The row at 7.969 Å³/atom looks wrong. Its energy drop is 7.2 meV per atom, while the two rows at 7.988 Å³/atom, only 0.2 % larger in volume, gained nothing that shows in the table. The other rows follow a simple pattern: the drop is zero at 7.988 and grows towards both smaller and larger volumes. The solid itself is ordinary at 7.969; what differs is where the run began and what it was allowed to change.

VASP 6.6.1 calculations with PBE and PAW potentials (Si, O_s) for SiO₂ (P4₂/mnm, 6-atom cell), 300 eV cutoff, 4 × 4 × 5 k mesh, Gaussian smearing of 0.03 eV. Atoms and cell shape were relaxed in every run, the volume only in the run at 7.969 and the first of the two at 7.988 Å³/atom. The energy drop is counted from the first to the last step of each run.

| volume (relaxed cell) (Å³/atom) | c/a (relaxed cell) | shortest distance (relaxed cell) (Å) | energy drop per atom (meV) |
| --- | --- | --- | --- |
| 7.509 | 0.6469 | 1.753 | 2.400 |
| 7.668 | 0.6450 | 1.762 | 1.100 |
| 7.969 | 0.6411 | 1.777 | 7.200 |
| 7.828 | 0.6432 | 1.770 | 0.300 |
| 7.988 | 0.6407 | 1.777 | 0.000 |
| 7.988 | 0.6407 | 1.777 | 0.000 |
| 8.148 | 0.6377 | 1.784 | 0.300 |
| 8.307 | 0.6349 | 1.790 | 1.300 |
| 8.467 | 0.6312 | 1.794 | 3.000 |

**What the drop measures**

The energy drop is what a run gains between its own first and last step. It is not the energy of the crystal at that volume. Seven of the nine runs, here called the fixed-volume runs, started from the 7.988 cell, which one of them took unchanged and the others enlarged or shrunk equally in all directions. They then relaxed the shape of the cell and the positions of the atoms, but kept the volume. Their drop is the price of having the wrong shape and the wrong oxygen positions at the right volume.

That price follows from how the crystal is built. It is stishovite, the dense form of SiO₂ in which each silicon has six oxygen neighbours. The SiO₆ octahedra share edges and form chains along the $c$ axis, so silicon atoms in a chain sit close together and resist being pushed closer. Between chains the octahedra share only corners, and the structure gives way more easily. This account rests on the known structure; the calculation shows its outcome, for the edge $a$ grows by 4.9 % from the smallest to the largest volume and $c$ by only 2.4 %.

Equal scaling ignores this difference. On compression it shortens $c$ too much, and the relaxation restores some of that length at the expense of $a$, so $c/a$ rises. On expansion the correction runs the other way. The shortest bond is spared in both cases: after relaxation it is 0.012 Å longer than its scaled length at the smallest volume, and 0.018 Å shorter at the largest. Stishovite has four shorter and two longer bonds around each silicon, and the oxygen atoms are expected to shift so that the longer ones take up more of the change.

**The smooth pattern**

A spring describes the size of the gain. Let $V$ be the volume, $V_0$ = 7.988 Å³/atom, and $q$ a coordinate that stands for shape and atomic positions together. Near the best value $q_{\rm rel}$ the energy is

$$E(V,q)=E_{\rm rel}(V)+\tfrac12K\,[q-q_{\rm rel}(V)]^2 .$$

To first order $q_{\rm rel}$ shifts in proportion to $x=\ln(V/V_0)$, while the scaled start keeps the old value of $q$. The start is therefore too high by $A x^2$, where $A$ collects the spring constant $K$ and the rate of the shift. Doubling the change in volume should make the drop about four times as large.

One constant, fitted to the seven fixed-volume runs, gives $A$ = 742 meV per atom. The parabola has the right size but misses an asymmetry: it gives 2.8 meV at the smallest volume, where the calculation has 2.4, and 2.5 at the largest, where it has 3.0. An added term in $x^3$ brings these runs within the rounding of the table. The asymmetry is thus a real feature of the series, though a mild one.

Two opposing effects may lie behind it. From 7.988 to the largest volume $c/a$ falls by 0.0095, but towards the smallest it rises by only 0.0062, so the scaled start is further from its best shape on expansion. If the spring were equally stiff and shape alone counted, the drop on expansion would be $(0.0095/0.0062)^2\approx2.3$ times that on compression. It is only 1.25 times as large. A spring that softens as bonds stretch would explain the difference, but the oxygen positions relax as well, and the runs don't separate the two contributions.

**Why one row stands apart**

For a fixed-volume run at 7.969 the parabola predicts a drop of 0.004 meV per atom. Practically the whole 7.2 meV is therefore foreign to the pattern. The final structure gives no reason for it: the symmetry is that of the other rows, and $c/a$ lies within about 0.0001 of the straight line between the neighbouring fixed-volume runs. The cause lies in the run, which was free to change its volume and began in a different cell.

Here a wrong volume costs far more than the wrong shape left by equal scaling, because that shape is nearly right: at 7.828 the scaled start misses the relaxed $c/a$ by only 0.4 %. Yet 7.2 meV is not the full cost of the wrong volume. When the calculation was restarted in the very cell where this run had ended, the energy at once came out 4.0 meV per atom lower. No atom had moved; only the set of plane waves had been renewed.

A plane-wave calculation keeps the waves whose kinetic energy lies below the cutoff, and it chooses them for the starting cell. If the cell then grows, the same waves become longer and their kinetic energies fall. The set now reaches less high than the cutoff promises, and it describes the electrons less well. Since a poorer set gives a higher energy, part of the gain from relaxing the volume is hidden until a restart rebuilds the set.

**How far away was the start?**

The starting cell of the odd run is not given, but the missing energy allows an estimate. The printed pressure is minus the slope of the energy with volume for an unchanged set of waves. The energies of the fixed-volume runs, each with a set chosen afresh for its volume, have a different slope. If the two slopes are taken to differ by a constant offset, a fit of the integrated pressures to these energies puts it at 2.67 GPa, or 16.7 meV per Å³.

To first order, this offset is the energy that an outdated set loses for each unit of growth. A loss of 4.0 meV per atom therefore corresponds to

$$\Delta V\approx\frac{4.0\ \text{meV}}{16.7\ \text{meV/Å}^3}\approx0.24\ \text{Å}^3$$

per atom, which puts the start near $7.969-0.24\approx7.73$ Å³/atom. The odd row took no part in the fit of the offset. The estimate is rough, because the loss steepens as the cell grows away from its set: at 7.969 the odd run prints 0.07 GPa, where the curve of the fresh sets gives 0.74 GPa. The growth is therefore somewhat overestimated.

The energy of its first step offers a second route. It fits the smooth energy curve of the fixed-volume runs at 7.74 Å³/atom, in close agreement. Both routes use the same offset, and the second also assumes that the start already had nearly the right shape, so the volume remains an inference. It does make the size of the break understandable: the run probably began about 3 % too small.

The same numbers show how unequal the two kinds of error are. From the first step of the odd run to the fresh fixed-volume run at 7.988 the energy falls by 11.6 meV per atom. The wrong shape and oxygen positions of a scaled start 3 % away would cost only about $742\times0.031^2\approx0.7$ meV. Even the 7.2 meV that the odd run reported, with part of its gain still hidden, is about ten times as much.

**A zero that hides an error**

The restart ended at 7.988 Å³/atom with a drop of 0.0 meV, which looks like a finished relaxation. Yet a fresh run in the same cell lies 0.4 meV per atom lower, because the restart had grown slightly and its set of waves was again a little out of date. The offset predicts 0.3 meV for this growth. That is a modest test, as the fitted energies themselves scatter by about 0.3 meV around the smooth curve.

The volume carries an error too. At fixed cutoff a bigger cell admits more waves, which keeps the description about equally fine. With an unchanged set the description gets coarser, and the energy comes out higher than with a renewed one. The printed pressure contains this false resistance to expansion, so the relaxation stops too early. The energies of the fixed-volume runs have their minimum near 8.07 Å³/atom, about 1 % above the cell in which the printed pressure vanishes.

For practical work, a small drop shows that a run gained little over its own start, not that its volume is right. After a relaxation with free volume, a restart reveals how much energy the old set of waves had hidden. The equilibrium volume is better read from total energies at several fixed volumes, or from stresses at a higher cutoff. Neither the cutoff nor the coarse k mesh was varied here, so the value of 8.07 belongs to these settings and is not a converged property of stishovite.

The printed output below gives the fits and the misses of the rows left out of them.

Numerical output:

```
fit of energy_drop_per_atom on 7 rows (eos == 1): coefficient of x**2 741.5 +/- 50; rms 0.259, worst 8.467 -0.485, leave-one-out rms 0.43
  rows outside the fit (model, value, miss): 7.969 0.004205, 7.2, -7.2; 7.988 0, 0, 0
fit of energy_drop_per_atom on 7 rows (eos == 1): coefficient of x**2 759 +/- 2.3, coefficient of x**3 2155 +/- 41; rms 0.011, worst 7.668 0.0214, leave-one-out rms 0.0257
  rows outside the fit (model, value, miss): 7.969 0.004275, 7.2, -7.2; 7.988 0, 0, 0
parabola at the smallest volume (meV/atom): 2.835
parabola at the largest volume (meV/atom): 2.515
growth of edge a from smallest to largest volume (percent): 4.94
growth of edge c from smallest to largest volume (percent): 2.393
shortest bond less its isotropically scaled length, smallest volume (Å): 0.01225
shortest bond less its isotropically scaled length, largest volume (Å): -0.01783
c/a of the 7.969 row less the line between its fixed-volume neighbours: 0.0001031
fit of press on 7 rows (eos == 1): constant 0.05499 +/- 0.018, coefficient of g -35.72 +/- 0.037, coefficient of g**2 13.85 +/- 0.13; rms 0.0235, worst 7.828 0.0308, leave-one-out rms 0.0622
  rows outside the fit (model, value, miss): 7.969 0.7387, 0.07328, 0.665; 7.988 0.05499, -0.002605, 0.0576
fit of strip on 7 rows (eos == 1): constant 0.08766 +/- 0.12, coefficient of g -16.68 +/- 0.37; rms 0.261, worst 7.509 -0.435, leave-one-out rms 0.405
  rows outside the fit (model, value, miss): 7.969 0.4046, 4.366, -3.96; 7.988 0.08766, 0.3867, -0.299
pressure from energies less printed pressure (GPa): 2.673
volume of the energy minimum on the smooth curve (Å³/atom): 8.067
energy lowering on restart in the same 7.969 cell (meV/atom): 3.983
excess of the restarted run over the fresh run at 7.988 (meV/atom): 0.3867
that excess predicted from the pressure offset (meV/atom): 0.317
whole gain from the hidden start to the fresh 7.988 run (meV/atom): 11.59
hidden start volume from the restart lowering (Å³/atom): 7.73
hidden start volume from its first-step energy (Å³/atom): 7.74
```
